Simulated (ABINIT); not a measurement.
# CdTe (F-43m) in ABINIT: further runs

One crystal, CdTe, is run at these levels: revPBE, LDA-Teter, revPBE+D3, PBE, WC; tasks: equation of state.

Program: ABINIT 10.8.3 (patched build). These are calculated values, not measurements. Logs are shortened: lines on timing, memory, paths and dates and some standing lists are left out, and cuts for length are marked. The log counts tension as positive stress, the text compression.

**The experiment to reproduce.**

“Multiscale insight into the Cd1-xZnxTe vibrational-mechanical properties -- High-pressure experiments and ab initio calculations”, 2023, arxiv:2306.14539 quotes, for a powder of CdTe: bulk modulus 42 ± 2 GPa.

The runs below are set against these values where they give the same quantity.

## (1) Starting point

Symmetry: F-43m, No. 216, cubic system. The conventional cell has a = 6.410 Å, b = 6.410 Å, c = 6.410 Å, α = 90.00°, β = 90.00°, γ = 90.00°. Te (site symmetry -43m) is surrounded by 4 Cd at 2.78 Å. Around Cd (site symmetry -43m) lie 4 Te at 2.78 Å.

## (2) Equation of state, revPBE

Contents of run.abi:

```
# Datasets: one volume each
ndtset 7
getwfk -1
scalecart1 3*0.9795861087
scalecart2 3*0.9864848297
scalecart3 3*0.9932883884
scalecart4 3*1.0000000000
scalecart5 3*1.0066227096
scalecart6 3*1.0131594038
scalecart7 3*1.0196128224

# Pseudopotentials
pp_dirpath "./"
pseudos "Te.GGA_PBE-JTH.xml, Cd.GGA_PBE-JTH.xml"

# Structure
acell 8.5652865883 8.5652865883 8.5652865883
rprim
     0.0000000000     0.7071067812     0.7071067812
     0.7071067812     0.0000000000     0.7071067812
     0.7071067812     0.7071067812     0.0000000000
ntypat 2
znucl 52 48
natom 2
typat 1 2
xred
     0.7500000000     0.7500000000     0.7500000000
     0.0000000000     0.0000000000     0.0000000000

# Plane-wave basis
ecut 17.0
pawecutdg 34.0

# k points
kptopt 1
ngkpt 7 7 7
nshiftk 1
shiftk 0.0 0.0 0.0

# Exchange and correlation
ixc 14

# Bands and occupations
nband 13
occopt 3
tsmear 0.00183747

# SCF cycle
nstep 100
tolvrs 1.0e-9

# Output
iomode 3
prtwf 1
prtden 0
prteig 0
prtebands 0
```

Potentials or basis: JTH PAW PBE v2.0.

Launch:

```console
$ abinit run.abi > log 2>&1
```

run.abo:

```text
.Version 10.8.3 of ABINIT
 DATASET    1 : space group F-4 3 m (#216); Bravais cF (face-center cubic)
================================================================================
 Values of the parameters that define the memory need for DATASET  1.
     intxc =       0    ionmov =       0      iscf =      17    lmnmax =      18
     lnmax =       6     mgfft =      32  mpssoang =       3    mqgrid =    3001
     natom =       2  nloc_mem =       2    nspden =       1   nspinor =       1
    nsppol =       1      nsym =      24    n1xccc =       1    ntypat =       2
    occopt =       3   xclevel =       2
       mpw =        1416          nfft =       32768          nkpt =          20
 PAW method is used; the additional fine FFT grid is defined by:
   mgfftf=        48    nfftf =    110592
================================================================================
================================================================================
[... 71 lines left out ...]
 DATASET    7 : space group F-4 3 m (#216); Bravais cF (face-center cubic)
================================================================================
 Values of the parameters that define the memory need for DATASET  7.
     intxc =       0    ionmov =       0      iscf =      17    lmnmax =      18
     lnmax =       6     mgfft =      36  mpssoang =       3    mqgrid =    3001
     natom =       2  nloc_mem =       2    nspden =       1   nspinor =       1
    nsppol =       1      nsym =      24    n1xccc =       1    ntypat =       2
    occopt =       3   xclevel =       2
       mpw =        1600          nfft =       46656          nkpt =          20
 PAW method is used; the additional fine FFT grid is defined by:
   mgfftf=        48    nfftf =    110592
================================================================================
================================================================================

--------------------------------------------------------------------------------
------------- Echo of variables that govern the present computation ------------
--------------------------------------------------------------------------------
 -outvars: echo values of preprocessed input variables --------
            acell      8.5652865883E+00  8.5652865883E+00  8.5652865883E+00 Bohr
              amu      1.27600000E+02  1.12411000E+02
             ecut      1.70000000E+01 Hartree
           getwfk          -1
              ixc          14
           jdtset        1    2    3    4    5    6    7
         kptrlatt        7    0    0      0    7    0      0    0    7
          kptrlen1     5.87330503E+01
          kptrlen2     5.91466770E+01
          kptrlen3     5.95545980E+01
          kptrlen4     5.99570061E+01
          kptrlen5     6.03540840E+01
          kptrlen6     6.07460046E+01
          kptrlen7     6.11329322E+01
            natom           2
            nband          13
           ndtset           7
[... 75 lines left out ...]

================================================================================

 chkinp: Checking input parameters for consistency, jdtset=   1.

 chkinp: Checking input parameters for consistency, jdtset=   2.
[... 40 lines left out ...]
 getcut: wavevector=  0.0000  0.0000  0.0000  ngfft=  48  48  48
         ecut(hartree)=     34.000   => boxcut(ratio)=   2.17948

--- Pseudopotential description ------------------------------------------------
- pspini: atom type   1  psp file is ./Te.GGA_PBE-JTH.xml
 Pseudopotential format is: paw10
 basis_size (lnmax)=  4 (lmn_size=  8), orbitals=   0   0   1   1
 Spheres core radius: rc_sph= 2.31107438
 Shapefunction is SIN type: shapef(r)=[sin(pi*r/rshp)/(pi*r/rshp)]**2
 Radius for shape functions =  2.10488624
 Compensation charge density is not taken into account in XC energy/potential

- pspini: atom type   2  psp file is ./Cd.GGA_PBE-JTH.xml
 Pseudopotential format is: paw10
 basis_size (lnmax)=  6 (lmn_size= 18), orbitals=   0   0   1   1   2   2
 Spheres core radius: rc_sph= 2.50233826
 Shapefunction is BESSEL type: shapef(r,l)=aa(1,l)*jl(q(1,l)*r)+aa(2,l)*jl(q(2,l)*r)
 Radius for shape functions =  2.31074885
 Compensation charge density is not taken into account in XC energy/potential

   2.44797133E+03                                ecore*ucvol(ha*bohr**3)
--------------------------------------------------------------------------------

[... 1283 lines left out ...]
-Cartesian components of stress tensor (GPa)         [Pressure=  2.4116E+00 GPa]
- sigma(1 1)= -2.41156950E+00  sigma(3 2)=  0.00000000E+00
- sigma(2 2)= -2.41156950E+00  sigma(3 1)=  0.00000000E+00
- sigma(3 3)= -2.41156950E+00  sigma(2 1)=  0.00000000E+00

== END DATASET(S) ==============================================================
================================================================================

 -outvars: echo values of variables after computation  --------
            acell      8.5652865883E+00  8.5652865883E+00  8.5652865883E+00 Bohr
           etotal1    -5.5823354961E+01
           etotal2    -5.5826031933E+01
           etotal3    -5.5828296772E+01
           etotal4    -5.5830173614E+01
           etotal5    -5.5831696464E+01
           etotal6    -5.5832932177E+01
           etotal7    -5.5833870678E+01
            fcart1    -3.9364965660E-47  1.4182723574E-30  3.9364965660E-47
                       3.9364965660E-47 -1.4182723574E-30 -3.9364965660E-47
            fcart2    -5.6334161778E-30 -7.7191035358E-47  5.6334161778E-30
                       5.6334161778E-30  7.7191035358E-47 -5.6334161778E-30
            fcart3    -0.0000000000E+00 -0.0000000000E+00 -0.0000000000E+00
                      -0.0000000000E+00 -0.0000000000E+00 -0.0000000000E+00
            fcart4    -0.0000000000E+00 -0.0000000000E+00 -0.0000000000E+00
                      -0.0000000000E+00 -0.0000000000E+00 -0.0000000000E+00
            fcart5    -0.0000000000E+00 -0.0000000000E+00 -0.0000000000E+00
                      -0.0000000000E+00 -0.0000000000E+00 -0.0000000000E+00
[... 38 lines left out ...]
                       0.0000000000E+00  0.0000000000E+00  0.0000000000E+00
           xangst1     4.7093602144E+00  4.7093602144E+00  4.7093602144E+00
                       0.0000000000E+00  0.0000000000E+00  0.0000000000E+00
           xangst2     4.7425258156E+00  4.7425258156E+00  4.7425258156E+00
                       0.0000000000E+00  0.0000000000E+00  0.0000000000E+00
           xangst3     4.7752339241E+00  4.7752339241E+00  4.7752339241E+00
                       0.0000000000E+00  0.0000000000E+00  0.0000000000E+00
           xangst4     4.8074999968E+00  4.8074999968E+00  4.8074999968E+00
                       0.0000000000E+00  0.0000000000E+00  0.0000000000E+00
           xangst5     4.8393386732E+00  4.8393386732E+00  4.8393386732E+00
                       0.0000000000E+00  0.0000000000E+00  0.0000000000E+00
           xangst6     4.8707638305E+00  4.8707638305E+00  4.8707638305E+00
                       0.0000000000E+00  0.0000000000E+00  0.0000000000E+00
           xangst7     4.9017886404E+00  4.9017886404E+00  4.9017886404E+00
                       0.0000000000E+00  0.0000000000E+00  0.0000000000E+00
             xred      7.5000000000E-01  7.5000000000E-01  7.5000000000E-01
                       0.0000000000E+00  0.0000000000E+00  0.0000000000E+00
 Calculation completed.
```

Run time: 2 min. Hardware: 1 thread of Arm Neoverse V1, shared host; peak memory 0.16 GiB.

Results:

| Item | Value |
| --- | --- |
| Equilibrium volume | 37.47 Å³/atom (rough: see the caveat) |
| Bulk modulus | 32 GPa (rough) |

Energy against volume, from the lowest point:
```csv
volume (Å³/atom),energy (meV/atom)
30.947,143.07
31.605,106.65
32.263,75.84
32.922,50.30
33.580,29.58
34.239,12.77
34.897,0.00
```

Caveat: the cutoff is too short for stress, so the log's stress isn't used; pressures at fixed basis lie under the slope of the energies; the minimum lies outside the volumes run; the PAW data sets were made with another functional, which shifts forces and pressure a little. The run has no spin-orbit coupling, so splittings on Te are missing.

## (3) Equation of state, LDA-Teter

Edit run.abi of step 2 so:

```diff
@@ -13,10 +13,10 @@
 pp_dirpath "./"
-pseudos "Te.GGA_PBE-JTH.xml, Cd.GGA_PBE-JTH.xml"
+pseudos "Te.LDA_PW-JTH.xml, Cd.LDA_PW-JTH.xml"
 
 # Structure
-acell 8.5652865883 8.5652865883 8.5652865883
+acell 3*1.0 Angstrom
 rprim
-     0.0000000000     0.7071067812     0.7071067812
-     0.7071067812     0.0000000000     0.7071067812
-     0.7071067812     0.7071067812     0.0000000000
+     0.0000000000     3.2050000000     3.2050000000
+     3.2050000000     0.0000000000     3.2050000000
+     3.2050000000     3.2050000000     0.0000000000
 ntypat 2
@@ -30,3 +30,3 @@
 # Plane-wave basis
-ecut 17.0
+ecut 462.593566 eV
 pawecutdg 34.0
@@ -40,3 +40,3 @@
 # Exchange and correlation
-ixc 14
+ixc 1
 
@@ -45,3 +45,3 @@
 occopt 3
-tsmear 0.00183747
+tsmear 0.05 eV
```

Potentials or basis: JTH PAW LDA v2.0.

Launch:

```console
$ abinit run.abi > log 2>&1
```

run.abo:

```text
.Version 10.8.3 of ABINIT
 DATASET    1 : space group F-4 3 m (#216); Bravais cF (face-center cubic)
================================================================================
 Values of the parameters that define the memory need for DATASET  1.
     intxc =       0    ionmov =       0      iscf =      17    lmnmax =      18
     lnmax =       6     mgfft =      32  mpssoang =       3    mqgrid =    3001
     natom =       2  nloc_mem =       2    nspden =       1   nspinor =       1
    nsppol =       1      nsym =      24    n1xccc =       1    ntypat =       2
    occopt =       3   xclevel =       1
       mpw =        1416          nfft =       32768          nkpt =          20
 PAW method is used; the additional fine FFT grid is defined by:
   mgfftf=        48    nfftf =    110592
================================================================================
================================================================================
[... 71 lines left out ...]
 DATASET    7 : space group F-4 3 m (#216); Bravais cF (face-center cubic)
================================================================================
 Values of the parameters that define the memory need for DATASET  7.
     intxc =       0    ionmov =       0      iscf =      17    lmnmax =      18
     lnmax =       6     mgfft =      36  mpssoang =       3    mqgrid =    3001
     natom =       2  nloc_mem =       2    nspden =       1   nspinor =       1
    nsppol =       1      nsym =      24    n1xccc =       1    ntypat =       2
    occopt =       3   xclevel =       1
       mpw =        1600          nfft =       46656          nkpt =          20
 PAW method is used; the additional fine FFT grid is defined by:
   mgfftf=        48    nfftf =    110592
================================================================================
================================================================================

--------------------------------------------------------------------------------
------------- Echo of variables that govern the present computation ------------
--------------------------------------------------------------------------------
 -outvars: echo values of preprocessed input variables --------
            acell      1.8897261259E+00  1.8897261259E+00  1.8897261259E+00 Bohr
              amu      1.27600000E+02  1.12411000E+02
             ecut      1.70000000E+01 Hartree
           getwfk          -1
           jdtset        1    2    3    4    5    6    7
         kptrlatt        7    0    0      0    7    0      0    0    7
          kptrlen1     5.87330504E+01
          kptrlen2     5.91466770E+01
          kptrlen3     5.95545980E+01
          kptrlen4     5.99570062E+01
          kptrlen5     6.03540840E+01
          kptrlen6     6.07460046E+01
          kptrlen7     6.11329323E+01
            natom           2
            nband          13
           ndtset           7
            ngfft1         32      32      32
            ngfft2         32      32      32
            ngfft3         32      32      32
            ngfft4         32      32      32
            ngfft5         36      36      36
            ngfft6         36      36      36
            ngfft7         36      36      36
          ngfftdg          48      48      48
             nkpt          20
            nstep         100
             nsym          24
           ntypat           2
           occopt           3
        pawecutdg      3.40000000E+01 Hartree
           prtden           0
        prtebands           0
           prteig           0
[... 34 lines left out ...]
           xangst5     4.8393386764E+00  4.8393386764E+00  4.8393386764E+00
                       0.0000000000E+00  0.0000000000E+00  0.0000000000E+00
           xangst6     4.8707638338E+00  4.8707638338E+00  4.8707638338E+00
                       0.0000000000E+00  0.0000000000E+00  0.0000000000E+00
           xangst7     4.9017886437E+00  4.9017886437E+00  4.9017886437E+00
                       0.0000000000E+00  0.0000000000E+00  0.0000000000E+00
            xcart1     8.8994010395E+00  8.8994010395E+00  8.8994010395E+00
                       0.0000000000E+00  0.0000000000E+00  0.0000000000E+00
            xcart2     8.9620749425E+00  8.9620749425E+00  8.9620749425E+00
                       0.0000000000E+00  0.0000000000E+00  0.0000000000E+00
            xcart3     9.0238843096E+00  9.0238843096E+00  9.0238843096E+00
                       0.0000000000E+00  0.0000000000E+00  0.0000000000E+00
            xcart4     9.0848583503E+00  9.0848583503E+00  9.0848583503E+00
                       0.0000000000E+00  0.0000000000E+00  0.0000000000E+00
            xcart5     9.1450247289E+00  9.1450247289E+00  9.1450247289E+00
                       0.0000000000E+00  0.0000000000E+00  0.0000000000E+00
            xcart6     9.2044096698E+00  9.2044096698E+00  9.2044096698E+00
                       0.0000000000E+00  0.0000000000E+00  0.0000000000E+00
            xcart7     9.2630380637E+00  9.2630380637E+00  9.2630380637E+00
                       0.0000000000E+00  0.0000000000E+00  0.0000000000E+00
             xred      7.5000000000E-01  7.5000000000E-01  7.5000000000E-01
                       0.0000000000E+00  0.0000000000E+00  0.0000000000E+00
            znucl       52.00000   48.00000

================================================================================

 chkinp: Checking input parameters for consistency, jdtset=   1.

 chkinp: Checking input parameters for consistency, jdtset=   2.
[... 40 lines left out ...]
 getcut: wavevector=  0.0000  0.0000  0.0000  ngfft=  48  48  48
         ecut(hartree)=     34.000   => boxcut(ratio)=   2.17948

--- Pseudopotential description ------------------------------------------------
- pspini: atom type   1  psp file is ./Te.LDA_PW-JTH.xml
 Pseudopotential format is: paw10
 basis_size (lnmax)=  4 (lmn_size=  8), orbitals=   0   0   1   1
 Spheres core radius: rc_sph= 2.31107438
 Shapefunction is SIN type: shapef(r)=[sin(pi*r/rshp)/(pi*r/rshp)]**2
 Radius for shape functions =  2.10488624
 Compensation charge density is not taken into account in XC energy/potential

- pspini: atom type   2  psp file is ./Cd.LDA_PW-JTH.xml
 Pseudopotential format is: paw10
 basis_size (lnmax)=  6 (lmn_size= 18), orbitals=   0   0   1   1   2   2
 Spheres core radius: rc_sph= 2.50233826
 Shapefunction is BESSEL type: shapef(r,l)=aa(1,l)*jl(q(1,l)*r)+aa(2,l)*jl(q(2,l)*r)
 Radius for shape functions =  2.31074885
 Compensation charge density is not taken into account in XC energy/potential

   2.40960739E+03                                ecore*ucvol(ha*bohr**3)
--------------------------------------------------------------------------------

[... 1283 lines left out ...]
-Cartesian components of stress tensor (GPa)         [Pressure= -2.5150E+00 GPa]
- sigma(1 1)=  2.51502171E+00  sigma(3 2)=  0.00000000E+00
- sigma(2 2)=  2.51502171E+00  sigma(3 1)=  0.00000000E+00
- sigma(3 3)=  2.51502171E+00  sigma(2 1)=  0.00000000E+00

== END DATASET(S) ==============================================================
================================================================================

 -outvars: echo values of variables after computation  --------
            acell      1.8897261259E+00  1.8897261259E+00  1.8897261259E+00 Bohr
           etotal1    -5.6133381817E+01
           etotal2    -5.6134245872E+01
           etotal3    -5.6134763004E+01
           etotal4    -5.6134954451E+01
           etotal5    -5.6134851492E+01
           etotal6    -5.6134517222E+01
           etotal7    -5.6133939952E+01
            fcart1     0.0000000000E+00  5.3185213368E-31 -3.5456808912E-31
                       0.0000000000E+00 -5.3185213368E-31  3.5456808912E-31
            fcart2    -0.0000000000E+00 -0.0000000000E+00 -0.0000000000E+00
                      -0.0000000000E+00 -0.0000000000E+00 -0.0000000000E+00
            fcart3     4.3709608754E-32  4.3709608754E-32 -1.3112882626E-31
                      -4.3709608754E-32 -4.3709608754E-32  1.3112882626E-31
            fcart4     1.3893198988E-30  1.3893198988E-30 -4.1679596963E-30
                      -1.3893198988E-30 -1.3893198988E-30  4.1679596963E-30
            fcart5    -0.0000000000E+00 -0.0000000000E+00 -0.0000000000E+00
                      -0.0000000000E+00 -0.0000000000E+00 -0.0000000000E+00
[... 38 lines left out ...]
                       0.0000000000E+00  0.0000000000E+00  0.0000000000E+00
           xangst1     4.7093602176E+00  4.7093602176E+00  4.7093602176E+00
                       0.0000000000E+00  0.0000000000E+00  0.0000000000E+00
           xangst2     4.7425258188E+00  4.7425258188E+00  4.7425258188E+00
                       0.0000000000E+00  0.0000000000E+00  0.0000000000E+00
           xangst3     4.7752339272E+00  4.7752339272E+00  4.7752339272E+00
                       0.0000000000E+00  0.0000000000E+00  0.0000000000E+00
           xangst4     4.8075000000E+00  4.8075000000E+00  4.8075000000E+00
                       0.0000000000E+00  0.0000000000E+00  0.0000000000E+00
           xangst5     4.8393386764E+00  4.8393386764E+00  4.8393386764E+00
                       0.0000000000E+00  0.0000000000E+00  0.0000000000E+00
           xangst6     4.8707638338E+00  4.8707638338E+00  4.8707638338E+00
                       0.0000000000E+00  0.0000000000E+00  0.0000000000E+00
           xangst7     4.9017886437E+00  4.9017886437E+00  4.9017886437E+00
                       0.0000000000E+00  0.0000000000E+00  0.0000000000E+00
             xred      7.5000000000E-01  7.5000000000E-01  7.5000000000E-01
                       0.0000000000E+00  0.0000000000E+00  0.0000000000E+00
 Calculation completed.
```

Wall time 98 s (1 thread of Arm Neoverse V1, shared host); peak memory 0.14 GiB.

Results:

- Equilibrium volume: 33.02 Å³/atom
- Bulk modulus: 46 GPa
- Pressure derivative of the bulk modulus: 4.8

Energy against volume, from the lowest point:
| volume (Å³/atom) | energy (meV/atom) |
| --- | --- |
| 30.947 | 21.40 |
| 31.605 | 9.64 |
| 32.263 | 2.60 |
| 32.922 | 0.00 |
| 33.580 | 1.40 |
| 34.239 | 5.95 |
| 34.897 | 13.80 |

Caveat: the cutoff is too short for stress, so the log's stress isn't used; pressures at fixed basis lie under the slope of the energies. Spin-orbit coupling is left out, which matters for the levels of Te.

(Part 1 of 2 ends here.)
